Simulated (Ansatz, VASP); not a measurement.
**W: VASP beside Ansatz**

The input INCAR:

```
SYSTEM = W
ALGO = Normal
EDIFF = 1E-6
ENCUT = 520
GGA = CA
ISIF = 2
ISMEAR = -1
LASPH = .TRUE.
LCHARG = .FALSE.
LREAL = .FALSE.
LWAVE = .FALSE.
NBANDS = 13
NELM = 100
PREC = Accurate
SIGMA = 0.05
```

KPOINTS

```
k-points
0
G
  14 14 14
  0 0 0
```

POSCAR

```
W
1.0
    0.0000000000      2.0129403699      2.0129403699
    2.0129403699      0.0000000000      2.0129403699
    2.0129403699      2.0129403699      0.0000000000
W
1
Direct
    0.0000000000      0.0000000000      0.0000000000
```

Input for Ansatz:

```yaml
crystal:
  lattice:
    - [0.0, 2.0129403699, 2.0129403699]
    - [2.0129403699, 0.0, 2.0129403699]
    - [2.0129403699, 2.0129403699, 0.0]
  atoms:
    - { symbol: W, position: [0.0, 0.0, 0.0] }
kpoints:
  mp_grid: { grid: [14, 14, 14] }
scf:
  occupations: { method: fermi_dirac, width: 0.05 }
hamiltonian:
  xc: lda
  pseudopotentials: { kind: all_electron, lapw: { basis_error: 0.00025 } }
output:
  forces: true
  stress: true
  eigenvalues: true
```

Change from the starting cell: volume scaled by 0.975.

Alike in both runs: task single point; functional LDA; k mesh 14 × 14 × 14; occupations fermi-dirac, width 0.05 eV; no spin polarisation.

```csv
,VASP,Ansatz
version,VASP 6.6.1,Ansatz 0.2.0
potentials or method,"VASP PAW LDA potentials, release 64 (W_sv)","all-electron LAPW, scalar-relativistic"
plane-wave cutoff (eV),520,see its input
```

```tsv
	VASP	Ansatz	Ansatz less VASP
pressure (GPa)	-9.8	-11.3	-1.51
```

Ansatz ran all-electron here, so the differences hold the error of VASP's frozen core and of both bases.

The runs have no spin-orbit coupling, so splittings on W are missing.
